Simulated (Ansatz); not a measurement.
# Bi (C2/m) in Ansatz: convergence with xc grid

Aim: find how far xc grid must go before the results for Bi settle, at PBEsol. This setting moves, with any that are tied to it; all else stays.

Everything below comes from runs of Ansatz 0.2.0. Logs are shortened: lines on timing, memory, paths and dates and some standing lists are left out, and cuts for length are marked.

**1. The structure**

Symmetry: C2/m, No. 12, monoclinic system. The conventional cell has a = 6.977 Å, b = 6.265 Å, c = 3.359 Å, α = 90.00°, β = 112.04°, γ = 90.00°. Bi (site symmetry m) is surrounded by 6 Bi at 3.21 to 3.45 Å.

This isn't the form of Bi at room conditions, which is rhombohedral.

**2. With xc grid 1**

File input.yaml:

```yaml
crystal:
  lattice:
    - [3.488598, -3.132578, 0.0]
    - [3.488598, 3.132578, 0.0]
    - [-1.260235, 0.0, 3.11355]
  atoms:
    - { symbol: Bi, position: [0.753061, 0.753061, 0.857382] }
    - { symbol: Bi, position: [0.246939, 0.246939, 0.142618] }
hamiltonian:
  xc: pbesol
  pseudopotentials: { kind: paw }
kpoints:
  mp_grid: { grid: [5, 5, 7] }
scf:
  occupations: { method: gaussian, width: 0.05 }
output:
  forces: true
  stress: true
  eigenvalues: true
basis:
  xc_grid: 1
```

Potentials or basis: Ansatz PAW.

Started as:

```bash
$ ansatz run input.yaml --threads 2 --pin off --max-ram 5632MiB --backend cpu --events-out ev --progress --plain --runs-dir out
```

It took 1.2 s on 2 threads of Intel Xeon Platinum 8488C (Sapphire Rapids), shared host; peak memory 0.41 GiB.

Results:

```
Free energy            : -24483.9496 eV
Pressure               : -2.4 GPa
Largest force          : 0.098 eV/Å
Band gap on the k mesh : none (metal or under the smearing width)
```

**3. With xc grid 2**

input.yaml, as its differences from that of step 2:

```diff
@@ -20,2 +20,2 @@
 basis:
-  xc_grid: 1
+  xc_grid: 2
```

Potentials or basis: Ansatz PAW.

Started as:

```bash
$ ansatz run input.yaml --threads 2 --pin off --max-ram 5632MiB --backend cpu --events-out ev --progress --plain --runs-dir out
```

Wall time 1.2 s (2 threads of Intel Xeon Platinum 8488C (Sapphire Rapids), shared host); peak memory 0.4 GiB.

Results:

```yaml
Free_energy: -24483.9496 eV
Pressure: -2.4 GPa
Largest_force: 0.098 eV/Å
Band_gap_on_the_k_mesh: none (metal or under the smearing width)
```

**4. With xc grid 3**

input.yaml, as its differences from that of step 3:

```diff
@@ -20,2 +20,2 @@
 basis:
-  xc_grid: 2
+  xc_grid: 3
```

Started as:

```bash
$ ansatz run input.yaml --threads 2 --pin off --max-ram 5632MiB --backend cpu --events-out ev --progress --plain --runs-dir out
```

Wall time 1.2 s (2 threads of Intel Xeon Platinum 8488C (Sapphire Rapids), shared host); peak memory 0.43 GiB.

Results (log left out):

```
Free energy            : -24483.9496 eV
Pressure               : -2.4 GPa
Largest force          : 0.098 eV/Å
Band gap on the k mesh : none (metal or under the smearing width)
```

**5. With xc grid 4**

input.yaml, as its differences from that of step 4:

```diff
@@ -20,2 +20,2 @@
 basis:
-  xc_grid: 3
+  xc_grid: 4
```

Started as:

```bash
$ ansatz run input.yaml --threads 2 --pin off --max-ram 5632MiB --backend cpu --events-out ev --progress --plain --runs-dir out
```

It took 1.3 s on 2 threads of Intel Xeon Platinum 8488C (Sapphire Rapids), shared host; peak memory 0.47 GiB.

It converged, with:

```
Free energy            : -24483.9496 eV
Pressure               : -2.4 GPa
Largest force          : 0.098 eV/Å
Band gap on the k mesh : none (metal or under the smearing width)
```

**6. With xc grid 5**

input.yaml, as its differences from that of step 5:

```diff
@@ -20,2 +20,2 @@
 basis:
-  xc_grid: 4
+  xc_grid: 5
```

Potentials or basis: Ansatz PAW.

Started as:

```bash
$ ansatz run input.yaml --threads 2 --pin off --max-ram 5632MiB --backend cpu --events-out ev --progress --plain --runs-dir out
```

Log:

```text
Warning: RAYON_NUM_THREADS=2 ignored (pool sized by the plan → 2); use --threads N
Engine: ansatz 0.2.0, x86_64-unknown-linux-gnu
Pseudopotentials: kind: paw
Pseudopotential: Bi, paw, valence charge 15, recommended cutoff 420 eV (normal), Bi.paw.azcp
Functional definition: PBEsol
  exchange = pbesol_x
  correlation = pbesol_c
Crystal: 2 atoms, lattice volume = 68.052 Å³
Basis set: ecut = 420 eV, 1329 PW (Γ), exchange–correlation on 160×160×120 points (125 copies of the dense FFT grid, shifted against one another)
Bands: 19, of which v1, the nominal top of the filled ones, is band 15 counted from 1 (14 counted from 0)
Symmetry: 4 space group operations
Space group: C2/m (ITA 12), of the structure as read, at distance tolerance 4.1e-5 Å
k-points: 54 of 175
Non-local potential: Bi, projectors of the file, l = 0: 2, l = 1: 2, l = 2: 2, l = 3: 2
PAW form: soft (Blöchl's): semilocal exchange-correlation on the pseudo side does not see the compensation charge
PAW frozen core: Bi, regenerated for the run's functional, and the local potential with it (the file was generated under x = pbe(κ = 0.804, μ = 0.2195149727645171), c = pbe(β = 0.06672455060314922))
PAW one-centre angular grid: Bi, 590 points (default); XC on 64 Gauss nodes
Initial density: superposition of atomic densities (neutral atoms: chi_scale 0, normalization atom), corrected by the library's trained network
Initial wavefunctions: pseudopotential atomic-orbital guess
Functional: x = pbesol(κ = 0.804, μ = 0.12345679012345678), c = pbesol(β = 0.046)
SCF iter   1: F=—  HF=-24483.952183 eV  |F-HF|=—  |Δ(HF+E_count)|=         —  Δρ=1.95e-3  dr2=3.51e-3  ethr=1.77e-3  ⟨swp⟩=6.4  Hψ=5069  notcnv=0
preconditioner: auto → none  [insulator: Δε(μ)=0.100 eV  Ē_g=20.261 eV  σ=0.050 eV  W_gap=0.74  n_scr=16 (ndim 8)  ℏωp=24.7 eV  f_vac=0.000  D(μ)=0.58/eV (n_scr^D=0)  ε∞_Penn≈2.5]
SCF iter   2: F=—  HF=-24483.949702 eV  |F-HF|=—  |Δ(HF+E_count)|=   2.48e-3  Δρ=7.82e-4  dr2=4.01e-4  ethr=1.17e-5  ⟨swp⟩=2.7  Hψ=2331  notcnv=0
SCF iter   3: F=—  HF=-24483.949651 eV  |F-HF|=—  |Δ(HF+E_count)|=   5.05e-5  Δρ=1.67e-4  dr2=1.85e-5  ethr=1.34e-6  ⟨swp⟩=2.0  Hψ=1779  notcnv=0
SCF iter   4: F=—  HF=-24483.949648 eV  |F-HF|=—  |Δ(HF+E_count)|=   2.74e-6  Δρ=5.87e-5  dr2=1.40e-6  ethr=6.18e-8  ⟨swp⟩=2.0  Hψ=1816  notcnv=0
SCF iter   5: F=—  HF=-24483.949650 eV  |F-HF|=—  |Δ(HF+E_count)|=   1.15e-6  Δρ=2.23e-5  dr2=2.78e-7  ethr=4.67e-9  ⟨swp⟩=2.8  Hψ=1821  notcnv=0
SCF iter   6: F=-24483.949650 eV  HF=-24483.949650 eV  |F-HF|=3.98e-8  |Δ(HF+E_count)|=  5.31e-10  Δρ=9.57e-6  dr2=4.66e-8  ethr=3.33e-10  ⟨swp⟩=7.0  Hψ=5204  notcnv=0
SCF 1 converged in 6 iterations: F = -24483.949650 eV  dr2 = 4.66e-8
SCF converged after 6 iterations
Free energy (F): -24483.949650 eV
Harris-Foulkes:  -24483.949650 eV  (|F-HF|=3.98e-8)
Internal energy: -24483.948859 eV  (E = F + TS)
E sigma→0 (E₀):  -24483.949254 eV
Entropy (-TS):   -0.000790 eV (-0.395 meV/atom)
Fermi energy:    10.100125 eV
--- Per-component energies (eV) ---
  E_band       = -207.429727
  E_kinetic    = 604.016099
  E_local      = -2999.084528  (includes V_loc(G=0)·N_el)
  E_nonlocal   = 1123.308763
  E_hartree    = 963.155497
  E_xc         = -300.043386
  E_vxc        = -287.612068  (∫ρ·V_xc dr)
  E_paw        = -21018.863326  (= ΣΔE_a)
  E_vpaw       = -574.380190  (= ΣTr[D̂ρ^β])
  E_aug_tail   = -0.000921  (compensation charges beyond the density's cutoff)
  E_ewald      = -2856.616562
  E_core_change = 0.179504  (= ΣΔE_core)
  E_smearing   = -0.000790  (= −TS)
  E_closure    = -0.000000  (closes the sum)
  Σ components = -24483.949650   (vs F -24483.949650, Δ=0.00e0)
--- Forces (eV/Å), atoms counted from 1 ---
  atom   1  Bi     0.09542698     0.00000000     0.02026413
  atom   2  Bi    -0.09542698    -0.00000000    -0.02026413
  max |Σ_I F_I| component: 3.47e-18 eV/Å
--- Stress (GPa, compression-positive) ---
       -2.676703       0.000000       0.433565
        0.000000      -1.915640      -0.000000
        0.433565      -0.000000      -2.503161
  P = ⅓ Tr σ = -2.3652 GPa (-23.652 kbar)
--- Band table (eV; the first three rows and the last of 54) ---
  k-point 0: bands = ["-12.7921", "-12.7732", "-12.7295", "-12.6927", "-12.6197", "-12.5928", "-12.5804", "-12.5670", "-12.5284", "-12.4404", "-2.9949", "0.9325", "7.0306", "7.3179", "12.8377", "13.1629", "13.8285", "14.1991", "14.3638"]
  k-point 1: bands = ["-12.7833", "-12.7367", "-12.6868", "-12.6860", "-12.6310", "-12.6056", "-12.5953", "-12.5789", "-12.5315", "-12.4471", "-2.7111", "1.0124", "7.2164", "7.7514", "11.3130", "12.6058", "12.9957", "13.1756", "13.8437"]
  k-point 2: bands = ["-12.7615", "-12.6705", "-12.6654", "-12.6551", "-12.6375", "-12.6287", "-12.5997", "-12.5812", "-12.5397", "-12.4648", "-1.9074", "1.1956", "7.7356", "8.1457", "8.8185", "10.1915", "12.3692", "12.9163", "14.5624"]
  k-point 53: bands = ["-12.7310", "-12.6864", "-12.6766", "-12.6538", "-12.6271", "-12.5979", "-12.5873", "-12.5705", "-12.5100", "-12.4962", "-0.0608", "0.4657", "6.1813", "7.2905", "8.4446", "9.2740", "12.1015", "12.3098", "16.1454"]
```

It took 1.4 s on 2 threads of Intel Xeon Platinum 8488C (Sapphire Rapids), shared host; peak memory 0.54 GiB.

Results:

```yaml
Free_energy: -24483.9496 eV
Pressure: -2.4 GPa
Largest_force: 0.098 eV/Å
Band_gap_on_the_k_mesh: none (metal or under the smearing width)
```

**7. The series at a glance**

| xc grid | energy less the tightest run, at zero smearing (meV/atom) | SCF cycles | CPU time (s) | peak memory (GiB) |
| --- | --- | --- | --- | --- |
| 1 | 0.00 | 6 | 2.1 | 0.41 |
| 2 | 0.00 | 6 | 2.2 | 0.4 |
| 3 | 0.00 | 6 | 2.3 | 0.43 |
| 4 | 0.00 | 6 | 2.4 | 0.47 |
| 5 | 0.00 | 6 | 2.7 | 0.54 |

Against the tightest run, the energy stays within 1 meV/atom from 1 on. The tightest run that finished is the yardstick and may itself not be fully converged.

Caveats: spin-orbit coupling is left out, which moves the levels of the heavy elements; the PAW data sets come from PBE, with cores solved anew for the run's functional, which leaves a small shift of forces and pressure.
